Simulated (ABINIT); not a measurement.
# BP (F-43m) in ABINIT: further runs, part 2 of 2

ABINIT 10.8.3 (patched build).

### Step 4. Single point, PBE

Contents of run.abi:

```
# Pseudopotentials
pp_dirpath "./"
pseudos "P.GGA_PBE-JTH.xml, B.GGA_PBE-JTH.xml"

# Structure
acell 3*1.0 Angstrom
rprim
     0.0000000000     2.2690000000     2.2690000000
     2.2690000000     0.0000000000     2.2690000000
     2.2690000000     2.2690000000     0.0000000000
ntypat 2
znucl 15 5
natom 2
typat 1 2
xcart
     3.4035000000     3.4035000000     3.4035000000
     0.0000000000     0.0000000000     0.0000000000 Angstrom

# Plane-wave basis
ecut 544.227725 eV
pawecutdg 40.0

# k points
kptopt 1
ngkpt 6 6 6
nshiftk 1
shiftk 0.0 0.0 0.0

# Exchange and correlation
ixc 11

# Bands and occupations
nband 8
occopt 3
tsmear 0.05 eV

# SCF cycle
nstep 100
tolvrs 1.0e-9

# Output
iomode 3
prtwf 0
prtden 0
prteig 0
prtebands 0
enunit 1
```

Potentials or basis: JTH PAW PBE v2.0.

Run with:

```
abinit run.abi > log 2>&1
```

run.abo:

```text
.Version 10.8.3 of ABINIT
 Symmetries : space group F-4 3 m (#216); Bravais cF (face-center cubic)
================================================================================
 Values of the parameters that define the memory need of the present run
     intxc =       0    ionmov =       0      iscf =      17    lmnmax =       8
     lnmax =       4     mgfft =      27  mpssoang =       2    mqgrid =    3001
     natom =       2  nloc_mem =       2    nspden =       1   nspinor =       1
    nsppol =       1      nsym =      24    n1xccc =       1    ntypat =       2
    occopt =       3   xclevel =       2
       mpw =         682          nfft =       19683          nkpt =          16
 PAW method is used; the additional fine FFT grid is defined by:
   mgfftf=        36    nfftf =     46656
================================================================================
================================================================================

--------------------------------------------------------------------------------
------------- Echo of variables that govern the present computation ------------
--------------------------------------------------------------------------------
 -outvars: echo values of preprocessed input variables --------
            acell      1.8897261259E+00  1.8897261259E+00  1.8897261259E+00 Bohr
              amu      3.09737620E+01  1.08110000E+01
             ecut      2.00000000E+01 Hartree
           enunit           1
              ixc          11
         kptrlatt        6    0    0      0    6    0      0    0    6
          kptrlen      3.63830926E+01
            natom           2
[... 204 lines left out ...]
internal            : -9.55850147755916E+00
'-kT*entropy'       : -3.22518592534565E-09
total_energy_dc     : -9.55850148078435E+00
total_energy_dc_eV  : -2.60100075726404E+02
...

--- !EnergyTermsWithPAWCore
iteration_state     : {dtset: 1, }
comment             : 'Components of total free energy, including PAW core contributions'
Total energy        : -3.66978845755392E+02
Total energy DC     : -3.66978843562092E+02
Total energy (eV)   : -9.98600311595427E+03
Total energy DC (eV): -9.98600305627153E+03
...

 Cartesian components of stress tensor (hartree/bohr^3)
  sigma(1 1)= -3.85158798E-05  sigma(3 2)=  0.00000000E+00
  sigma(2 2)= -3.85158798E-05  sigma(3 1)=  0.00000000E+00
  sigma(3 3)= -3.85158798E-05  sigma(2 1)=  0.00000000E+00

-Cartesian components of stress tensor (GPa)         [Pressure=  1.1332E+00 GPa]
- sigma(1 1)= -1.13317631E+00  sigma(3 2)=  0.00000000E+00
- sigma(2 2)= -1.13317631E+00  sigma(3 1)=  0.00000000E+00
- sigma(3 3)= -1.13317631E+00  sigma(2 1)=  0.00000000E+00

== END DATASET(S) ==============================================================
================================================================================

 -outvars: echo values of variables after computation  --------
            acell      1.8897261259E+00  1.8897261259E+00  1.8897261259E+00 Bohr
           etotal     -9.5585014808E+00
            fcart      9.8121865922E-31  9.8121865922E-31 -2.9436559777E-30
                      -9.8121865922E-31 -9.8121865922E-31  2.9436559777E-30
            rprim      0.0000000000E+00  2.2690000000E+00  2.2690000000E+00
                       2.2690000000E+00  0.0000000000E+00  2.2690000000E+00
                       2.2690000000E+00  2.2690000000E+00  0.0000000000E+00
           strten     -3.8515879760E-05 -3.8515879760E-05 -3.8515879760E-05
                       0.0000000000E+00  0.0000000000E+00  0.0000000000E+00
           xangst      3.4035000000E+00  3.4035000000E+00  3.4035000000E+00
                       0.0000000000E+00  0.0000000000E+00  0.0000000000E+00
             xred      7.5000000000E-01  7.5000000000E-01  7.5000000000E-01
                       0.0000000000E+00  0.0000000000E+00  0.0000000000E+00
 Calculation completed.
```

Wall time 4.2 s (1 thread of Arm Neoverse V2, shared host); peak memory 0.08 GiB.

Results:

```yaml
Free_energy: -260.1001 eV
Pressure: 1.1 GPa
Band_gap_on_the_k_mesh: 1.33 eV, indirect (least direct gap 3.40 eV)
Valence_electrons_inside_the_program's_atomic_spheres: P 1.64; B 1.84
```

Levels at points of the mesh, in eV from the valence-band top:
| k point | band 1 | band 2 | band 3 | band 4 | band 5 | band 6 | band 7 | band 8 |
| --- | --- | --- | --- | --- | --- | --- | --- | --- |
| (0.00, 0.00, 0.00) | -15.47 | 0.00 | 0.00 | 0.00 | 3.40 | 3.40 | 3.40 | 7.36 |
| (0.50, 0.00, 0.00) | -12.14 | -9.04 | -1.76 | -1.76 | 3.77 | 4.71 | 4.71 | 10.12 |
| (0.50, 0.50, 0.00) | -10.61 | -8.59 | -4.12 | -4.12 | 1.33 | 1.65 | 12.08 | 12.08 |

A k mesh can miss the band edges. As with any semilocal functional, this PBE gap is likely too small.

### Step 5. Overview

```tsv
level	potentials or basis	k mesh	mesh quality	gap on the mesh (eV)	pressure (GPa)
LDA	JTH PAW LDA v2.0	8 × 8 × 8	not flagged	1.22	-5.3
PBEsol	JTH PAW PBE v2.0	4 × 4 × 4	coarse	1.20	-0.7
PBE	JTH PAW PBE v2.0	6 × 6 × 6	not flagged	1.33	1.1
```

Alike in all rows: task single point; no spin polarisation; cell as given; cutoff (eV) 544; smearing fermi-dirac 0.05 eV.

Caveats: some runs use coarse meshes; the PAW data sets were made with another functional, which shifts forces and pressure a little (some runs).

Total energies depend on the potentials used, so only differences within one code and one set of settings carry meaning.
